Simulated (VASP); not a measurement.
# InAs (F-43m) in VASP: further runs, part 2 of 2

VASP 6.6.1. Earlier steps stand in the parts before.

## Step 4: Single point, PBE

This run uses another cell than the first one, of 29.60 Å³/atom.

File INCAR:

```
SYSTEM = InAs
ALGO = Normal
EDIFF = 1E-6
ENCUT = 520
GGA = PE
ISIF = 2
ISMEAR = 0
ISYM = 0
LASPH = .TRUE.
LCHARG = .FALSE.
LREAL = .FALSE.
LWAVE = .FALSE.
NBANDS = 16
NELM = 60
PREC = Accurate
SIGMA = 0.1
```

File KPOINTS:

```
k-points
0
G
  8 8 11
  0 0 0
```

File POSCAR:

```
InAs
1.0
    4.3746994670      0.0000000000      0.0000000000
    0.0000000000      4.3746994670      0.0000000000
    2.1873497335      2.1873497335      3.0933796587
In As
1 1
Direct
    0.0000000000      0.0000000000      0.0000000000
    0.7500000000      0.2500000000      0.5000000000
```

Potentials or basis: VASP PAW PBE potentials, release 64 (In_d, As).

The run is started by

```console
$ cat potpaw_PBE.64/In_d/POTCAR potpaw_PBE.64/As/POTCAR > POTCAR
$ mpirun -np 1 vasp_std > vasp.out
```

OUTCAR:

```text
SYSTEM = InAs
   EDIFF = 1E-6
   ENCUT = 520
   GGA = PE
   ISIF = 2
   ISMEAR = 0
   ISYM = 0
   LASPH = .TRUE.
   LREAL = .FALSE.
   NELM = 60
   PREC = Accurate

 ion  position               nearest neighbor table
   1  0.000  0.000  0.000-   2 2.68   2 2.68   2 2.68   2 2.68
   2  0.750  0.250  0.500-   1 2.68   1 2.68   1 2.68   1 2.68

IMPORTANT INFORMATION: All symmetrisations will be switched off!
NOSYMM: (Re-)initialisation of all symmetry stuff for point group C_1.

[... 633 lines left out ...]
  Direction    XX          YY          ZZ          XY          YZ          ZX
  --------------------------------------------------------------------------------------
  -------------------------------------------------------------------------------------
  Total        0.0178383      0.0178287      0.0095647      0.0000269      0.0004721      0.0004717
  in kB        0.4827631      0.4825047      0.2588536      0.0007285      0.0127772      0.0127668
  external PRESSURE =       0.4080404 kB  Pullay stress =       0.0000000 kB

 VOLUME and BASIS-vectors are now :
 -----------------------------------------------------------------------------
  energy-cutoff  :      520.00
  volume of cell :       59.20
      direct lattice vectors                 reciprocal lattice vectors
     4.374699467  0.000000000  0.000000000     0.228587131  0.000000000 -0.161635510
     0.000000000  4.374699467  0.000000000     0.000000000  0.228587131 -0.161635510
     2.187349734  2.187349734  3.093379659     0.000000000  0.000000000  0.323271021

 POSITION                                       TOTAL-FORCE (eV/Angst)
 -----------------------------------------------------------------------------------
      0.00000      0.00000      0.00000        -0.000047      0.000049      0.000001
      4.37470      2.18735      1.54669         0.000047     -0.000049     -0.000001
 -----------------------------------------------------------------------------------
    total drift:                                0.000003      0.000002      0.000001

  FREE ENERGIE OF THE ION-ELECTRON SYSTEM (eV)
  ---------------------------------------------------
  free  energy   TOTEN  =        -7.7186587897 eV

  energy  without entropy=       -7.7183762482  energy(sigma->0) =       -7.71851752
```

stdout:

```text
POSCAR found type information on POSCAR InAs
 POSCAR found :  2 types and       2 ions
 scaLAPACK will be used
 LDA part: xc-table for (Slater+PW92), standard interpolation
 -----------------------------------------------------------------------------
|                                                                             |
|           W    W    AA    RRRRR   N    N  II  N    N   GGGG   !!!           |
|           W    W   A  A   R    R  NN   N  II  NN   N  G    G  !!!           |
|           W    W  A    A  R    R  N N  N  II  N N  N  G       !!!           |
|           W WW W  AAAAAA  RRRRR   N  N N  II  N  N N  G  GGG   !            |
|           WW  WW  A    A  R   R   N   NN  II  N   NN  G    G                |
|           W    W  A    A  R    R  N    N  II  N    N   GGGG   !!!           |
|                                                                             |
|     Your reciprocal lattice and k-lattice belong to different lattice       |
|     classes:                                                                |
|                                                                             |
|        The reciprocal lattice is body-centered cubic,                       |
|        whereas your k-lattice is base-centered monoclinic.                  |
|                                                                             |
|     Results are often still useful ...                                      |
|                                                                             |
 -----------------------------------------------------------------------------

 POSCAR, INCAR and KPOINTS ok, starting setup
 FFT: planning ... GRIDC
 FFT: planning ... GRID_SOFT
 FFT: planning ... GRID
 WAVECAR not read
 entering main loop
```

Run time: 4.1 min. Hardware: 1 thread of Intel Xeon Platinum 8375C at 2.90GHz (Ice Lake), shared host; peak memory 0.48 GiB.

Results:

| Item | Value |
| --- | --- |
| Free energy | -7.7187 eV |
| Pressure | 0.0 GPa |
| Band gap on the k mesh | zero (filled and empty bands touch) |

Caveat: semilocal functionals underestimate gaps, so a narrow gap can read as zero; spin-orbit coupling is left out, which moves the levels of the heavy elements.

## Step 5: Overview

| task | cell | k mesh | cutoff (eV) | smearing | gap on the mesh (eV) | pressure (GPa) |
| --- | --- | --- | --- | --- | --- | --- |
| single point | a = 4.408 Å, angles 60.0°, 2 atoms, atomic positions A | 12 × 12 × 12 | 520 | fermi-dirac 0.15 eV | none | -1.0 |
| relaxation of cell and atoms | relaxed to -1 GPa from a = 4.375 Å, angles 60.0°, 2 atoms, atomic positions A | 12 × 12 × 12 | 600 | fermi-dirac 0.15 eV | none | -1.0 |
| single point | a = 4.375 Å, angles 60.0, 60.0, 90.0°, 2 atoms, atomic positions B | 8 × 8 × 11 | 520 | gaussian 0.1 eV | none | 0.0 |

Alike in all rows: level PBE; potentials or basis VASP PAW PBE potentials, release 64 (In_d, As); no spin polarisation.

Caveats: semilocal functionals underestimate gaps, so a narrow gap can read as zero; spin-orbit coupling is left out, which moves the levels of the heavy elements; the cell is relaxed towards a set pressure, so the run minimises the enthalpy, not the energy (at least some runs).

Total energies depend on the potentials used, so only differences within one code and one set of settings carry meaning.

## Step 6: Against experiment

Step 4. A measured gap of InAs is 0.418 eV (direct; 4.2 K; a printed reference work, data compilation); the calculated 0.00 eV misses it by -0.42 eV. Spin-orbit coupling on As, In is left out. The value is that of PBE on a finite k mesh, which can miss the band edges, without temperature or zero-point motion. Semilocal functionals fall short of measured gaps as a rule.
